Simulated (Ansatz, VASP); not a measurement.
**One calculation of AgCl, two programs**

The input POSCAR:

```
AgCl
1.0
    0.0000000000      2.9932461729      2.9932461729
    2.9094352801      0.0000000000      2.9932461729
    2.9094352801      2.9932461729      0.0000000000
Ag Cl
1 1
Direct
    0.0000000000      0.0000000000      0.0000000000
    0.2500000000      0.2500000000      0.2500000000
```

File INCAR.step1:

```
SYSTEM = AgCl
PREC = Accurate ; ENCUT = 520
ISMEAR = 0 ; SIGMA = 0.01
LREAL = .False. ; LASPH = .True.
NELM = 100 ; NBANDS = 16
GGA = PE ; ALGO = Normal
EDIFF = 1E-4 ; LWAVE = .True.
LCHARG = .False.
```

File INCAR.step2:

```
SYSTEM = AgCl
PREC = Accurate ; ENCUT = 520
EDIFF = 1E-7 ; ISMEAR = 0
SIGMA = 0.01 ; LREAL = .False.
LASPH = .True. ; NELM = 100
ALGO = Normal ; ISIF = 2
LWAVE = .False. ; LCHARG = .False.
METAGGA = R2SCAN ; LMIXTAU = .True.
NBANDS = 16 ; ISTART = 1
```

KPOINTS

```
regular mesh
0
Gamma
  8 8 8
  0 0 0
```

Input for Ansatz:

```yaml
crystal:
  lattice:
    - [0.0, 2.9932461729, 2.9932461729]
    - [2.9094352801, 0.0, 2.9932461729]
    - [2.9094352801, 2.9932461729, 0.0]
  atoms:
    - { symbol: Ag, position: [0.0, 0.0, 0.0] }
    - { symbol: Cl, position: [0.25, 0.25, 0.25] }
kpoints:
  mp_grid: { grid: [8, 8, 8] }
  band_path:
    path:
      - [0.0, 0.0, 0.0]
      - [-0.5, -0.5, 0.0]
      - [-0.375, -0.375, 0.25]
      - [-0.375, 0.0, 0.375]
      - [0.0, 0.0, 0.5]
      - [-0.5, -0.25, 0.25]
    npoints: 1
hamiltonian:
  xc: r2scan
scf:
  occupations: { method: fixed }
  n_extra_bands: 4
output:
  forces: true
  stress: true
  eigenvalues: true
```

Change from the starting cell: uniaxial_x strain -2.8%.

Alike in both runs: task single point; functional r2SCAN; k mesh 8 × 8 × 8; no spin polarisation.

|  | VASP | Ansatz |
| --- | --- | --- |
| version | VASP 6.6.1 | Ansatz 0.2.0 |
| potentials or method | VASP PAW PBE potentials, release 64 (Ag, Cl) | plane waves, PAW |
| plane-wave cutoff (eV) | 520 | 500 |
| occupations | gaussian, width 0.01 eV | fixed |
| valence electrons in the cell | 18 | 26 |

```tsv
	VASP	Ansatz	Ansatz less VASP
gap on the k mesh at the Fermi level (eV)	1.54	1.59	+0.047
pressure (GPa)	1.0	1.1	+0.09
```

The two sets of potentials don't hold the same shells in valence.

Caveats: the PAW data sets were made with another functional, which shifts forces and pressure a little (VASP).
